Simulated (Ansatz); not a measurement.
## Al2Pt under changes of volume

One of the cells (17.202 Å³/atom); the others are scaled copies at fixed shape and fractional positions:

```
Pt Al
1.0
     0.00000    2.95500    2.95500
     2.95500    0.00000    2.95500
     2.95500    2.95500    0.00000
Pt Al
1 2
Direct
  0.00000 0.00000 0.00000
  0.75000 0.75000 0.75000
  0.25000 0.25000 0.25000
```

* Program: Ansatz 0.2.0
* Functional: PBE
* Potentials or basis: all-electron LAPW, scalar-relativistic
* Cutoff: 257 eV (chosen from the basis error)
* Basis error allowed: 0.001 eV/atom
* k mesh: 8 × 8 × 8
* Occupations: fermi-dirac, width 0.05 eV
* Spin: no spin polarisation

| volume (Å³/atom) | energy over the lowest point (meV/atom) | pressure (GPa) |
| --- | --- | --- |
| 16.170 | ? | ? |
| 16.514 | 25.86 | 8.7 |
| 16.858 | 10.78 | 5.4 |
| 17.202 | 2.38 | 2.5 |
| 17.546 | 0.00 | -0.2 |
| 17.890 | 3.02 | -2.5 |
| 18.234 | 10.87 | -4.7 |

Problem. What does the run at 16.170 Å³/atom give?

Solution. Energy over the lowest point 48.39 meV/atom; pressure 12.4 GPa.

Worked out: A Birch-Murnaghan fit of order 3 (a polynomial in V^(-2/3)) to the other rows has its minimum at 17.52 Å³/atom with B0 = V·E''(V) = 129 GPa and B' = 4.5. It gives 48.42 meV/atom at 16.170 Å³/atom, against the run's 48.39, and -dE/dV = 12.4 GPa, against 12.4.

Energies are extrapolated to zero smearing.
